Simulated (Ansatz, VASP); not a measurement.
# CdSe: VASP beside Ansatz

Wanted: the spread between two codes on one cell, functional and k mesh. The structure shown is the end of the Ansatz relaxation below.

Program: Ansatz 0.2.0. Level of theory: plane waves, with VASP 6.6.1 beside it; single point at PBEsol. Results are calculated unless marked as measured.

## Step 1: The starting structure

It takes space group P6_3mc (No. 186, hexagonal). Conventional cell: a = 4.259 Å, b = 4.259 Å, c = 7.087 Å, α = 90.00°, β = 90.00°, γ = 120.00°. Nearest to Cd lie 4 Se at 2.62 to 2.63 Å. Se has 4 Cd at 2.62 to 2.63 Å nearest. Farther neighbours and most contacts between anions are not listed.

Coordinates:

```cif
data_structure
_symmetry_space_group_name_H-M 'P6_3mc'
_symmetry_Int_Tables_number 186
_cell_length_a 4.2590
_cell_length_b 4.2590
_cell_length_c 7.0866
_cell_angle_alpha 90.000
_cell_angle_beta 90.000
_cell_angle_gamma 120.000
_cell_volume 111.32
loop_
_atom_site_label
_atom_site_type_symbol
_atom_site_symmetry_multiplicity
_atom_site_Wyckoff_symbol
_atom_site_fract_x
_atom_site_fract_y
_atom_site_fract_z
_atom_site_occupancy
Cd1 Cd 2 b 0.33333 0.66667 0.99801 1
Se1 Se 2 b 0.66667 0.33333 0.12657 1
```

## Step 2: Ansatz: relaxation, PBEsol

Ansatz runs on its PAW soft_1 files.

This run makes the geometry at which the two programs are then compared.

Input file input.yaml:

```yaml
crystal:
  lattice:
    - [4.25897604, 0.0, 0.0]
    - [-2.12948802, 3.6883814447, 0.0]
    - [0.0, 0.0, 7.063646102]
  atoms:
    - { symbol: Cd, position: [0.3333333, 0.6666667, 0.0001281] }
    - { symbol: Cd, position: [0.6666667, 0.3333333, 0.5001281] }
    - { symbol: Se, position: [0.6666667, 0.3333333, 0.1244482] }
    - { symbol: Se, position: [0.3333333, 0.6666667, 0.6244482] }
kpoints:
  mp_grid: { grid: [8, 8, 4] }
scf:
  occupations: { method: fermi_dirac, width: 0.02 }
hamiltonian:
  xc: pbesol
  pseudopotentials: { kind: paw, azcp: { folder: soft_1 }, xc_functional: pbe }
basis:
  ecutwfc: 600
output:
  forces: true
  stress: true
relax:
  f_tol: 0.005
  max_steps: 70
  cell: { stress_tol: 0.02, p_target: 0, fix: [a, b, alpha, beta, gamma] }
```

Run with:

```bash
> ansatz run input.yaml --threads 4 --pin off --max-ram 18432MiB --backend cpu --events-out ev --progress --plain --runs-dir out
```

Numbers of over 12 decimals in the logs are rounded to 6 here.

The log of the run:

```text
Engine: ansatz 0.2.0, aarch64-unknown-linux-gnu
Pseudopotentials: kind: paw
Pseudopotential: Cd, paw, valence charge 20, recommended cutoff 420 eV (normal), soft_1/Cd.paw.azcp
Pseudopotential: Se, paw, valence charge 16, recommended cutoff 420 eV (normal), soft_1/Se.paw.azcp
Functional definition: PBEsol
  exchange = pbesol_x
  correlation = pbesol_c
Crystal: 4 atoms, lattice volume = 110.961 Å³
Basis set: ecut = 600 eV, 3731 PW (Γ), exchange–correlation on 72×72×120 points (8 copies of the dense FFT grid, shifted against one another)
Bands: 44, of which v1, the nominal top of the filled ones, is band 36 counted from 1 (35 counted from 0)
Symmetry: 12 space group operations
Space group: P63mc (ITA 186), of the structure as read, at distance tolerance 4.8e-5 Å
k-points: 30 of 256 (time reversal used)
Non-local potential: Cd, projectors of the file, l = 0: 3, l = 1: 2, l = 2: 2, l = 3: 1
Non-local potential: Se, projectors of the file, l = 0: 2, l = 1: 2, l = 2: 3, l = 3: 1
PAW form: soft (Blöchl's): semilocal exchange-correlation on the pseudo side does not see the compensation charge
PAW frozen core: Cd, regenerated for the run's functional, and the local potential with it (the file was generated under x = pbe(κ = 0.804, μ = 0.219515), c = pbe(β = 0.066725))
PAW frozen core: Se, regenerated for the run's functional, and the local potential with it (the file was generated under x = pbe(κ = 0.804, μ = 0.219515), c = pbe(β = 0.066725))
PAW one-centre angular grid: Cd, 590 points (default); XC on 64 Gauss nodes
PAW one-centre angular grid: Se, 590 points (default); XC on 64 Gauss nodes
Initial density: superposition of atomic densities (chi_scale 0.1, normalization cell, long waves kept (reshape's long-wave potential 0.00 eV rms))
Initial wavefunctions: pseudopotential atomic-orbital guess
Functional: x = pbesol(κ = 0.804, μ = 0.123457), c = pbesol(β = 0.046)
SCF iter   1: F=—  HF=-27220.020048 eV  |F-HF|=—  |Δ(HF+E_count)|=         —  Δρ=4.92e-2  dr2=2.72e0  ethr=3.10e-3  ⟨swp⟩=6.4  Hψ=4891  notcnv=0
preconditioner: auto → Resta (q_TF=auto, 2.539 Å⁻¹)  ε∞=3.7  [insulator: Δε(μ)=0.264 eV  Ē_g=12.823 eV  σ=0.020 eV  W_gap=1.00  n_scr=34 (ndim 8)  ℏωp=21.2 eV  f_vac=0.157  D(μ)=0.00/eV (n_scr^D=0)  ε∞_Penn≈3.7]
SCF iter   2: F=—  HF=-27219.075317 eV  |F-HF|=—  |Δ(HF+E_count)|=   9.45e-1  Δρ=1.85e-2  dr2=2.80e-1  ethr=3.10e-3  ⟨swp⟩=2.8  Hψ=2266  notcnv=0  defer=90
SCF iter   3: F=—  HF=-27218.970455 eV  |F-HF|=—  |Δ(HF+E_count)|=   1.05e-1  Δρ=7.82e-3  dr2=4.53e-2  ethr=3.89e-4  ⟨swp⟩=3.1  Hψ=2426  notcnv=0  defer=90
SCF iter   4: F=—  HF=-27218.959633 eV  |F-HF|=—  |Δ(HF+E_count)|=   1.08e-2  Δρ=1.11e-3  dr2=2.92e-3  ethr=6.29e-5  ⟨swp⟩=2.5  Hψ=2376  notcnv=0  defer=91
SCF iter   5: F=—  HF=-27218.960005 eV  |F-HF|=—  |Δ(HF+E_count)|=   3.72e-4  Δρ=5.59e-4  dr2=4.05e-4  ethr=4.06e-6  ⟨swp⟩=2.0  Hψ=2218  notcnv=0  defer=91
SCF iter   6: F=—  HF=-27218.960163 eV  |F-HF|=—  |Δ(HF+E_count)|=   1.58e-4  Δρ=2.25e-4  dr2=9.00e-5  ethr=5.63e-7  ⟨swp⟩=2.0  Hψ=2093  notcnv=0  defer=91
SCF iter   7: F=—  HF=-27218.960252 eV  |F-HF|=—  |Δ(HF+E_count)|=   8.97e-5  Δρ=4.34e-5  dr2=3.05e-6  ethr=1.25e-7  ⟨swp⟩=2.0  Hψ=1783  notcnv=0  defer=91
SCF iter   8: F=—  HF=-27218.960261 eV  |F-HF|=—  |Δ(HF+E_count)|=   8.13e-6  Δρ=8.83e-6  dr2=1.15e-7  ethr=4.24e-9  ⟨swp⟩=2.0  Hψ=2069  notcnv=0  defer=91
SCF iter   9: F=-27218.960261 eV  HF=-27218.960261 eV  |F-HF|=9.24e-9  |Δ(HF+E_count)|=   3.48e-7  Δρ=1.68e-6  dr2=5.11e-9  ethr=1.39e-10  ⟨swp⟩=4.4  Hψ=4029  notcnv=0
SCF 1 converged in 9 iterations: F = -27218.960261 eV  dr2 = 5.11e-9
  greatest PAW one-centre occupation: 1.000 electrons in one spin orbital (limit 2), on the Cd atom at site 1 (counted from 0), in its partial waves of l = 0
relax step   1: F+E_penalty+E_count = -27218.96026093 eV  Δ(F+E_penalty+E_count) = +0.000e0 eV  max|allowed force component| = 1.175e-1 eV/Å  Δτ_max = 0.0000 Å  P = +0.778 GPa  Ω = 110.961 Å³  fix = [a, b, alpha, beta, gamma]  reactions: a +1.275, b +1.275 GPa  (9 SCF iters, dr2 threshold 1.00e-7 eV, accepted)
[...]
relax step   2: F+E_penalty+E_count = -27218.96352559 eV  Δ(F+E_penalty+E_count) = -3.265e-3 eV  max|allowed force component| = 9.943e-3 eV/Å  Δτ_max = 0.0132 Å  P = +0.613 GPa  Ω = 111.208 Å³  energy of the carried Pulay correction = -5.084e-6 eV  fix = [a, b, alpha, beta, gamma]  reactions: a +0.903, b +0.903 GPa  (5 SCF iters, dr2 threshold 4.00e-7 eV, accepted)
[...]
relax step   3: F+E_penalty+E_count = -27218.96356466 eV  Δ(F+E_penalty+E_count) = -3.907e-5 eV  max|allowed force component| = 1.388e-4 eV/Å  Δτ_max = 0.0018 Å  P = +0.553 GPa  Ω = 111.322 Å³  energy of the carried Pulay correction = -7.424e-6 eV  fix = [a, b, alpha, beta, gamma]  reactions: a +0.837, b +0.837 GPa  (6 SCF iters, dr2 threshold 6.18e-9 eV, accepted)
[...]
relax step   4: F+E_penalty+E_count = -27218.96357218 eV  Δ(F+E_penalty+E_count) = -7.526e-6 eV  max|allowed force component| = 1.482e-4 eV/Å  Δτ_max = 0.0000 Å  P = +0.553 GPa  Ω = 111.322 Å³  fix = [a, b, alpha, beta, gamma]  reactions: a +0.837, b +0.837 GPa  stress off target by 1.46e-2 GPa on what of the cell is left free  SCF on the basis re-selected at this cell (its energy is not comparable with the rows above)  (6 SCF iters)
basis re-selected at this cell: Δ(F+E_penalty+E_count) = -7.526e-6 eV, ΔP = +0.000 GPa vs the last step (what re-selecting the basis moved, of the pressure what is left beyond the Pulay correction that the steps carried, after the strain that the cell walked since its last selection, with what the two solves' SCF thresholds leave and, on support functions, any second-order correction that the steps lacked; it is no m [...]
SCF converged after 6 iterations
Free energy (F): -27218.963572 eV
Harris-Foulkes:  -27218.963572 eV  (|F-HF|=3.64e-12)
Internal energy: -27218.963572 eV  (E = F + TS)
E sigma→0 (E₀):  -27218.963572 eV
Entropy (-TS):   -0.000000 eV (-0.000 meV/atom)
Fermi energy:    7.613799 eV
--- Per-component energies (eV) ---
  E_band       = -1793.696594
  E_kinetic    = 1103.394916
  E_local      = -13222.603776  (includes V_loc(G=0)·N_el)
  E_nonlocal   = -459.168486
  E_hartree    = 6424.407238
  E_xc         = -480.160553
  E_vxc        = -572.074060  (∫ρ·V_xc dr)
  E_paw        = -12232.105254  (= ΣΔE_a)
  E_vpaw       = -1492.059656  (= ΣTr[D̂ρ^β])
  E_aug_tail   = -0.000148  (compensation charges beyond the density's cutoff)
  E_ewald      = -8355.428335
  E_core_change = 2.700825  (= ΣΔE_core)
  E_smearing   = -0.000000  (= −TS)
  E_closure    = -0.000000  (closes the sum)
  Σ components = -27218.963572   (vs F -27218.963572, Δ=0.00e0)
--- Forces (eV/Å), atoms counted from 1 ---
  atom   1  Cd    -0.00000000    -0.00000000     0.00014819
  atom   2  Cd     0.00000000     0.00000000     0.00014819
  atom   3  Se     0.00000000     0.00000000    -0.00014812
  atom   4  Se     0.00000000    -0.00000000    -0.00014812
  max |Σ_I F_I| component: 1.40e-7 eV/Å
--- Stress (GPa, compression-positive) ---
        0.836688      -0.000000       0.000000
       -0.000000       0.836688       0.000000
        0.000000       0.000000      -0.014618
  P = ⅓ Tr σ = 0.5529 GPa (5.529 kbar)
--- Relaxed structure (3 steps of the walk, 3 accepted, 1 SCFs on fresh bases) ---
  F+E_penalty+E_count = -27218.96357218 eV   max|allowed force component| = 1.482e-4 eV/Å   (the final SCF, on the basis selected at the relaxed cell)
  cell:  # Å, volume = 111.3221 Å³
    - [4.258976, 0, 0]
    - [-2.129488, 3.688381, 0]
    - [0, 0, 7.086639]
  atoms:
    - { symbol: Cd, position: [0.333333, 0.666667, -0.00199403] }
    - { symbol: Cd, position: [0.666667, 0.333333, 0.498006] }
    - { symbol: Se, position: [0.666667, 0.333333, 0.126570] }
    - { symbol: Se, position: [0.333333, 0.666667, 0.626570] }
```

In the SCF lines HF is the Harris–Foulkes energy and dr2 the Hartree energy of the density residual, in eV; the loop may stop once dr2 is under the threshold and the program's other checks hold. Hψ counts applications of the Hamiltonian.

## Step 3: VASP: single point, PBEsol, pair 1

The same cell, functional, mesh and smearing now go to VASP, with its own data sets.

Lines of VASP's logs that name or quote its potential files are left out, and so is its time.

Input file INCAR:

```
SYSTEM = CdSe
PREC = Accurate
ENCUT = 500
EDIFF = 1E-06
NELM = 120
ISMEAR = -1
SIGMA = 0.02
LREAL = .FALSE.
ALGO = Normal
GGA = PS
NBANDS = 24
LORBIT = 11
LWAVE = .FALSE.
LCHARG = .FALSE.
ISIF = 2
LASPH = .TRUE.
GGA_COMPAT = .FALSE.
EFERMI = MIDGAP
KPAR = 2
```

Input file POSCAR:

```
CdSe
1.0
    4.2589760400      0.0000000000      0.0000000000
   -2.1294880200      3.6883814447      0.0000000000
    0.0000000000      0.0000000000      7.0866388227
Cd Se
2 2
Direct
    0.3333333333      0.6666666667      0.9980059654
    0.6666666667      0.3333333333      0.4980059654
    0.6666666667      0.3333333333      0.1265703346
    0.3333333333      0.6666666667      0.6265703346
```

Input file KPOINTS:

```
Automatic mesh
0
Gamma
8 8 4
0 0 0
```

PAW data sets: Cd and Se (PBE family, release 64).

Run with:

```bash
> mpirun -np 2 vasp_std
```

The log of the run:

```text
[banner, memory and clock lines left out]
running    2 mpi-ranks, on    1 nodes
 distrk:  each k-point on    1 cores,    2 groups
 distr:  one band on    1 cores,    1 groups

 POSCAR found type information on POSCAR CdSe
 POSCAR found :  2 types and       4 ions
|                                                                             |
|               ----> ADVICE to this user running VASP <----                  |
|                                                                             |
|     You enforced a specific xc type in the INCAR file but a different       |
|     [... a line on the potential file left out ...]
|     I HOPE YOU KNOW WHAT YOU ARE DOING!                                     |
|                                                                             |

 LDA part: xc-table for (Slater+PW92), standard interpolation
 POSCAR, INCAR and KPOINTS ok, starting setup
 FFT: planning ... GRIDC
 FFT: planning ... GRID_SOFT
 FFT: planning ... GRID
 WAVECAR not read
 entering main loop
       N       E                     dE             d eps       ncg     rms          rms(c)
DAV:   1     0.234558916949E+03    0.23456E+03   -0.16818E+04  1440   0.131E+03
DAV:   2    -0.133894885054E+01   -0.23590E+03   -0.22864E+03  1672   0.323E+02
DAV:   3    -0.130167437863E+02   -0.11678E+02   -0.11640E+02  1752   0.733E+01
DAV:   4    -0.131014635446E+02   -0.84720E-01   -0.84705E-01  1608   0.607E+00
DAV:   5    -0.131020876838E+02   -0.62414E-03   -0.62407E-03  1800   0.475E-01    0.864E+00
DAV:   6    -0.123838638822E+02    0.71822E+00   -0.15280E+00  1840   0.132E+01    0.685E+00
DAV:   7    -0.123473767308E+02    0.36487E-01   -0.53152E-01  1704   0.397E+00    0.282E+00
DAV:   8    -0.123432002860E+02    0.41764E-02   -0.61744E-02  1536   0.271E+00    0.363E-01
DAV:   9    -0.123425811919E+02    0.61909E-03   -0.84819E-03  1720   0.116E+00    0.112E-01
DAV:  10    -0.123426007616E+02   -0.19570E-04   -0.79224E-04  1608   0.315E-01    0.613E-02
DAV:  11    -0.123426609102E+02   -0.60149E-04   -0.17761E-04  1608   0.970E-02    0.247E-02
DAV:  12    -0.123426472522E+02    0.13658E-04   -0.75637E-05  1800   0.973E-02    0.868E-03
DAV:  13    -0.123426495613E+02   -0.23091E-05   -0.10869E-05  1600   0.189E-02    0.779E-03
DAV:  14    -0.123426487643E+02    0.79700E-06   -0.23836E-06  1376   0.121E-02
   1 F= -.12342649E+02 E0= -.12342649E+02  d E =-.136260E-07
```

OUTCAR, selected parts (step 3):

```text
ion  position               nearest neighbor table
   1  0.333  0.667  0.998-   3 2.62   3 2.62   3 2.62   4 2.63
   2  0.667  0.333  0.498-   4 2.62   4 2.62   4 2.62   3 2.63
   3  0.667  0.333  0.127-   1 2.62   1 2.62   1 2.62   2 2.63
   4  0.333  0.667  0.627-   2 2.62   2 2.62   2 2.62   1 2.63

  LATTYP: Found a hexagonal cell.
 ALAT       =     4.2589760400
 C/A-ratio  =     1.6639301926

 Subroutine GETGRP returns: Found 12 space group operations
 (whereof  6 operations were pure point group operations)

The static configuration has the point symmetry C_3v.
 The point group associated with its full space group is C_6v.

 Found     30 irreducible k-points:

   k-points           NKPTS =     30   k-points in BZ     NKDIM =     30   number of bands    NBANDS=     24

   dimension x,y,z NGX =    32 NGY =   32 NGZ =   54
   dimension x,y,z NGXF=    64 NGYF=   64 NGZF=  108

   ENCUT  =  500.0 eV  36.75 Ry    6.06 a.u.   7.77  7.77 12.92*2*pi/ulx,y,z

   NELECT =      36.0000    total number of electrons

 k-points in reciprocal lattice and weights: Automatic mesh
   0.00000000  0.00000000  0.00000000       0.004
   0.12500000  0.00000000  0.00000000       0.023
   0.25000000  0.00000000  0.00000000       0.023
   0.37500000 -0.00000000  0.00000000       0.023
   0.50000000  0.00000000  0.00000000       0.012
   0.12500000  0.12500000  0.00000000       0.023
   0.25000000  0.12500000  0.00000000       0.047
   0.37500000  0.12500000  0.00000000       0.047
   0.25000000  0.25000000  0.00000000       0.023
[...]
0.25000000  0.25000000  0.50000000       0.023
   0.37500000  0.25000000  0.50000000       0.023

 average (electrostatic) potential at core
       1 -39.8260       2 -39.8260       3 -56.3629       4 -56.3629

 E-fermi :   1.1994

 k-point     1 :       0.0000    0.0000    0.0000
  band No.  band energies     occupation
    ...
     14       0.1653      2.00000
     15       0.1653      2.00000
     16       0.7921      2.00000
     17       0.9316      2.00000
     18       0.9316      2.00000
     19       1.4531      0.00001
     20       3.1530      0.00000
     21       6.7633      0.00000
     22       6.7633      0.00000
     23       6.8034      0.00000
    ...

 k-point     2 :       0.1250    0.0000    0.0000
  band No.  band energies     occupation
    ...
     14      -0.5386      2.00000
     15      -0.1315      2.00000
     16      -0.0343      2.00000
     17       0.6843      2.00000
     18       0.8144      2.00000
     19       2.4477      0.00000
     20       3.8228      0.00000
     21       6.2615      0.00000
     22       6.9845      0.00000
     23       7.0306      0.00000
    ...

 k-point     3 :       0.2500    0.0000    0.0000
  band No.  band energies     occupation
    ...
     14      -1.6767      2.00000
     15      -1.2800      2.00000
     16      -0.4546      2.00000
     17       0.3269      2.00000
     18       0.5310      2.00000
     19       3.3934      0.00000
     20       4.4166      0.00000
     21       5.9467      0.00000
     22       6.6829      0.00000
     23       7.2911      0.00000
    ...

  Total        0.8233542      0.8233542      0.2302864      0.0000000     -0.0000000      0.0000000
  in kB       11.8499346     11.8499346      3.3143437      0.0000000     -0.0000000      0.0000000
  external PRESSURE =       9.0047376 kB  Pullay stress =       0.0000000 kB

  energy-cutoff  :      500.00
  volume of cell :      111.32
      direct lattice vectors                 reciprocal lattice vectors
     4.258976040  0.000000000  0.000000000     0.234798222  0.135560816  0.000000000
    -2.129488020  3.688381445  0.000000000     0.000000000  0.271121633  0.000000000
     0.000000000  0.000000000  7.086638823     0.000000000  0.000000000  0.141110620

 POSITION                                       TOTAL-FORCE (eV/Angst)
 -----------------------------------------------------------------------------------
     -0.00000      2.45892      7.07251        -0.000000      0.000000     -0.002070
      2.12949      1.22946      3.52919         0.000000     -0.000000     -0.002070
      2.12949      1.22946      0.89696        -0.000000      0.000000      0.002070
     -0.00000      2.45892      4.44028         0.000000      0.000000      0.002070
 -----------------------------------------------------------------------------------
    total drift:                               -0.000000      0.000000      0.001124

  FREE ENERGIE OF THE ION-ELECTRON SYSTEM (eV)
  ---------------------------------------------------
  free  energy   TOTEN  =       -12.3426487643 eV

  energy  without entropy=      -12.3426487507  energy(sigma->0) =      -12.34264876

 total charge
# of ion       s       p       d       tot
------------------------------------------
    1        0.449   0.323   9.550  10.323
    2        0.449   0.323   9.550  10.323
    3        1.445   2.384   0.023   3.852
    4        1.445   2.384   0.023   3.852
--------------------------------------------------
tot          3.788   5.415  19.148  28.351

[... 3 further parts left out ...]
```

The run ends at a pressure of 0.90 GPa, with forces up to 0.0021 eV/Å.

## Step 4: Comparison

Known differences besides the potentials themselves: the data sets hold 72 valence electrons in Ansatz (on its PAW soft_1 files) and 36 in VASP; the cutoff is 600 eV in Ansatz and 500 eV in VASP; Ansatz makes its cores anew for this functional, VASP keeps those of its PBE data sets; Ansatz's pressure holds a Pulay correction, VASP's none. Total energies have different zeros and are not compared.

Both answers:

| quantity | Ansatz | VASP | difference |
| --- | --- | --- | --- |
| pressure (GPa) | 0.55 | 0.90 | -0.35 |
| gap on the k mesh (eV) | 0.520 | 0.521 | -0.002 |

At this near-relaxed geometry the largest component of a force difference is 2 meV/Å. A gap on the mesh is an upper bound, since the band edges may lie between its points.

(Continued in part 2 of 2.)

[Lines on the potential files, build, host, timing and source positions are cut from VASP's logs without a mark.]

[Logs are printed without paths, hosts, clocks, repeated set-up lines and the standing remarks that a program may print on its own settings, such as how far it seeks lower states.]

[Hosts, paths, dates, database ids (printed as entryN), source tags and the programs' standing remarks are cut or masked in the printed files.]
